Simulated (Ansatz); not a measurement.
A run of Ansatz 0.2.0:

File input:

```
crystal:
  lattice:
    - [-1.569037, 1.569037, 1.569037]
    - [1.569037, -1.569037, 1.569037]
    - [1.569037, 1.569037, -1.569037]
  atoms:
    - { symbol: Zn, position: [0.0, 0.0, 0.0] }
hamiltonian:
  xc: hf
  pseudopotentials: { kind: paw }
kpoints:
  mp_grid: { grid: [6, 6, 6] }
scf:
  occupations: { method: fermi_dirac, width: 0.05 }
output:
  forces: true
  stress: true
  eigenvalues: true
relax:
  f_tol: 0.01
  max_steps: 40
  cell: { stress_tol: 0.05 }
```

Hardware: 1 × NVIDIA H100 80GB HBM3 with 2 threads of AMD EPYC 7R13 Processor (Zen 3), on a shared host.

Q: How long does it take, and how much memory?

A: It took 44 s on 1 × NVIDIA H100 80GB HBM3 with 2 threads of AMD EPYC 7R13 Processor (Zen 3) (shared host), peak memory 1.6 GiB. Counts: scf iterations 242, plane waves 369, k points 16, bands 10, ion steps 7.
